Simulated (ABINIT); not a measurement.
**YN in ABINIT: the effect of functional**

The system is YN.

```
Y N
1.0
     0.00000    2.43850    2.43850
     2.43850    0.00000    2.43850
     2.43850    2.43850    0.00000
Y N
1 1
Direct
  0.00000 0.00000 0.00000
  0.50000 0.50000 0.50000
```

Alike in all runs:

- Program: ABINIT 10.8.3 (patched build)
- Task: equation of state
- Potentials or basis: Ansatz PAW PBE default generated set, frozen core
- Cutoff: 517 eV
- k mesh: 9 × 9 × 9
- Occupations: fermi-dirac, width 0.05 eV
- Spin: no spin polarisation

```csv
functional,V0 of scaled cells (Å³/atom),B0 (GPa)
LDA,14.01,182
PBEsol,?,?
RPBE,15.07,150
BLYP,15.21,151
AM05,14.33,169
r2SCAN,14.66,169
SCAN,14.62,162
revPBE,14.98,152
```

Problem. What does the run with functional PBEsol give?

Solution. V0 of scaled cells 14.32 Å³/atom; B0 171 GPa.

Caveats: pressures at fixed basis lie under the slope of the energies; the PAW data sets were made with another functional, which shifts forces and pressure a little; the atomic spheres overlap.

Runs at the PBE level aren't shown here.
